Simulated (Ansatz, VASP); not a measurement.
Two plane-wave programs on GaSb

Contents of INCAR:

```
PREC = Accurate
ENCUT = 520
EDIFF = 1E-6
ISMEAR = 0
SIGMA = 0.15
LREAL = F
LASPH = T
NELM = 100
ALGO = Normal
ISIF = 2
LWAVE = F
LCHARG = F
GGA = PS
NBANDS = 16
```

KPOINTS

```
regular mesh
0
Gamma
  16 16 16
```

File POSCAR:

```
GaSb
1.0
    0.0000000000      3.0590000000      3.0590000000
    3.0590000000      0.0000000000      3.0590000000
    3.0590000000      3.0590000000      0.0000000000
Ga Sb
1 1
Direct
    0.0000000000      0.0000000000      0.0000000000
    0.7500000000      0.7500000000      0.7500000000
```

Input for Ansatz:

```yaml
crystal:
  lattice:
    - [0.0, 3.059, 3.059]
    - [3.059, 0.0, 3.059]
    - [3.059, 3.059, 0.0]
  atoms:
    - { symbol: Ga, position: [0.0, 0.0, 0.0] }
    - { symbol: Sb, position: [0.75, 0.75, 0.75] }
basis:
  ecutwfc: 420
kpoints:
  mp_grid: { grid: [16, 16, 16] }
hamiltonian:
  xc: pbesol
scf:
  occupations: { method: gaussian, width: 0.15 }
output:
  forces: true
  stress: true
  eigenvalues: true
```

Alike in both runs: task single point; functional PBEsol; k mesh 16 × 16 × 16; occupations gaussian, width 0.15 eV; no spin polarisation.

|  | VASP | Ansatz |
| --- | --- | --- |
| version | VASP 6.6.1 | Ansatz 0.2.0 |
| potentials or method | VASP PAW PBE potentials, release 64 (Ga_d, Sb) | scalar-relativistic, plane waves, PAW |
| plane-wave cutoff (eV) | 520 | 420 |
| valence electrons in the cell | 18 | 28 |

VASP gave:

```
gap on the k mesh at the Fermi level (eV) : none
pressure (GPa)                            : -0.1
```

Problem. Estimate Ansatz's values.

Solution. gap on the k mesh at the Fermi level (eV): none; pressure (GPa): -0.2.

A gap of «none» marks a metal or a gap that the smearing closes. With one functional, cell and mesh, what is left measures potentials, basis and numerics. The two sets of potentials don't hold the same shells in valence.

Caveats: the PAW data sets were made with another functional, which shifts forces and pressure a little (VASP); this crystal is a semiconductor, whose small gap the functional closes, so the metal is an error of the method. Spin-orbit coupling is left out, which matters for the levels of Sb.
